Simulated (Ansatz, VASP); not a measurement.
## Au: VASP beside Ansatz

The input INCAR:

```
PREC = Accurate
ENCUT = 520
EDIFF = 1E-7
ISMEAR = 0
SIGMA = 0.15
LREAL = F
LASPH = T
NELM = 60
ALGO = Normal
ISIF = 2
LWAVE = F
LCHARG = F
GGA = PS
NBANDS = 12
```

KPOINTS

```
Automatic mesh
0
Gamma
  20 20 20
```

The input POSCAR:

```
Au
1.0
    0.0000000000      1.9636800000      1.9636800000
    1.9636800000      0.0000000000      1.9636800000
    1.9636800000      1.9636800000      0.0000000000
Au
1
Direct
    0.0000000000      0.0000000000      0.0000000000
```

Input for Ansatz:

```yaml
crystal:
  lattice:
    - [0.0, 1.96368, 1.96368]
    - [1.96368, 0.0, 1.96368]
    - [1.96368, 1.96368, 0.0]
  atoms:
    - { symbol: Au, position: [0.0, 0.0, 0.0] }
basis:
  ecutwfc: 420
kpoints:
  mp_grid: { grid: [20, 20, 20] }
hamiltonian:
  xc: pbesol
scf:
  occupations: { method: gaussian, width: 0.15 }
output:
  forces: true
  stress: true
  eigenvalues: true
```

Change from the starting cell: strain -0.040 along x and y, -0.040 along z, atoms carried along.

Alike in both runs: task single point; functional PBEsol; k mesh 20 × 20 × 20; occupations gaussian, width 0.15 eV; no spin polarisation.

|  | VASP | Ansatz |
| --- | --- | --- |
| version | VASP 6.6.1 | Ansatz 0.2.0 |
| potentials or method | VASP PAW PBE potentials, release 64 (Au) | scalar-relativistic, plane waves, PAW |
| plane-wave cutoff (eV) | 520 | 420 |
| valence electrons in the cell | 11 | 19 |

|  | VASP | Ansatz | Ansatz less VASP |
| --- | --- | --- | --- |
| gap on the k mesh at the Fermi level (eV) | none | none | - |
| pressure (GPa) | 28.0 | 28.4 | +0.39 |

A gap of «none» marks a metal or a gap that the smearing closes. The functional is the same, so the differences come from potentials, cutoffs and numerics. The two sets of potentials don't hold the same shells in valence.

Caveats: so large a pressure means that the cell lies far from this level's equilibrium, or that cutoff or potentials fall short (VASP); the potentials were made for another functional, which shifts forces and pressure (VASP). The runs have no spin-orbit coupling, so splittings on Au are missing.
